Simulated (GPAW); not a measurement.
Runs of GPAW 26.7.0 on ZrC. Symmetry: Fm-3m, No. 225, cubic system. Conventional cell: a = 4.730 Å, b = 4.730 Å, c = 4.730 Å, α = 90.00°, β = 90.00°, γ = 90.00°. Zr (site symmetry m-3m) has 6 C at 2.37 Å as nearest neighbours. Around C (site symmetry m-3m) lie 6 Zr at 2.37 Å. 

```csv
task,level,potentials or basis,spin,cell,k mesh,band path,band points,spin axis theta (degrees),spin axis phi (degrees),eigensolver,gap on the mesh (eV),pressure (GPa),relaxed volume (Å³/atom)
band structure,r2SCAN,"GPAW PAW data sets (gpaw-data 1.2.1), pw","SOC, no magnetisation",as given,7 × 7 × 7,"GXWKGLUWLK,UX",80,90,45,-,-,-3.1,-
relaxation of cell and atoms,BLYP,"PAW data sets generated in the run's folder for this functional, pw",off,relaxed,10 × 10 × 10,-,-,-,-,davidson,none,0.0,13.39
band structure,r2SCAN,"GPAW PAW data sets (gpaw-data 1.2.1), pw",off,as given,10 × 10 × 10,"GXWKGLUWLK,UX",60,-,-,-,-,-3.1,-
relaxation of cell and atoms,RPBE+D3(BJ),"the program's PAW data sets (release 1.2.1) made for this functional, pw",off,relaxed,10 × 10 × 10,-,-,-,-,-,none,-0.4,(a)
band structure,BLYP,"PAW data sets generated in the run's folder for this functional, pw",off,as given,10 × 10 × 10,"GXWKGLUWLK,UX",80,-,-,davidson,-,2.7,-
relaxation of cell and atoms,PBEsol+D3(BJ),"PAW data sets generated in the run's folder for this functional, pw",off,relaxed to 2 GPa,10 × 10 × 10,-,-,-,-,-,none,2.0,-
relaxation of cell and atoms,RPBE+D4,"the program's PAW data sets (release 1.2.1) made for this functional, pw",off,relaxed,10 × 10 × 10,-,-,-,-,-,none,0.2,12.80
relaxation of cell and atoms,PBEsol+D4,"PAW data sets generated in the run's folder for this functional, pw",off,relaxed to -2 GPa,10 × 10 × 10,-,-,-,-,-,none,-2.0,-
relaxation of cell and atoms,revPBE,"the program's PAW data sets (release 1.2.1) made for this functional, pw",off,relaxed to 1 GPa,10 × 10 × 10,-,-,-,-,-,none,1.0,-
```

Alike in all rows: cutoff (eV) 800; smearing fermi-dirac 0.05 eV.

Fill in the values left out.

(a) 11.43.

Caveats: later steps reuse the first step's grids (some runs); pairwise dispersion overbinds metals, which lowers pressure and volume (some runs); the PAW data sets were made with another functional, which shifts forces and pressure a little (some runs); spin-orbit coupling was added after a scalar SCF, so levels and gaps hold it while energy, forces, pressure and moments don't (some runs); this program's spin-orbit splittings come out too wide for heavy elements (some runs); the volume moved by -14 % from the deposited cell, more than functionals usually miss (some runs).

A k mesh can miss the band edges, and rows without SOC leave out spin-orbit coupling on Zr.

A gap of «none» marks a metal or a gap under the smearing width.

Runs at the PBE level aren't shown here.
